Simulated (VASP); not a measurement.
Runs of VASP 6.6.1 on C. It takes space group Fd-3m (No. 227, cubic). Conventional cell: a = 3.567 Å, b = 3.567 Å, c = 3.567 Å, α = 90.00°, β = 90.00°, γ = 90.00°. C (site symmetry -43m) is surrounded by 4 C at 1.54 Å. This isn't the form of C at room conditions, which is graphite.

```tsv
task	level	cell	k mesh	cutoff (eV)	smearing	grid for exact exchange (PRECFOCK)	exchange at q = 0	mesh quality	gap on the mesh (eV)	pressure (GPa)
single point	PBE	as given	13 × 13 × 13	520	gaussian 0.016 eV	-	-	not flagged	4.14	2.5
single point	PBE	as given	13 × 13 × 13	520	fermi-dirac 0.05 eV	-	-	not flagged	4.14	2.5
single point	PBE	atoms moved at random, drawn with an rms of 0.05 Å	13 × 13 × 13	520	fermi-dirac 0.05 eV	-	-	not flagged	3.23	3.2
band structure	B3LYP	as given	7 × 7 × 7	520	fermi-dirac 0.05 eV	Fast	truncated	coarse	6.13	(a)
relaxation of cell and atoms	B3LYP	relaxed	7 × 7 × 7	600	fermi-dirac 0.05 eV	Fast	default	coarse	6.15	0.6
```

Alike in all rows: potentials or basis VASP PAW PBE potentials, release 64 (C); no spin polarisation.

Q: Fill in the values left out.

A: (a) 1.3.

Caveats: some runs use coarse meshes; an odd mesh through Γ misses points on the zone boundary, where band edges often lie (some runs); the PAW data sets were made with another functional, which shifts forces and pressure a little (some runs); the mesh misses the band edges, which the band path finds closer together (some runs); the relaxation stopped at its first step, so nothing moved (some runs).
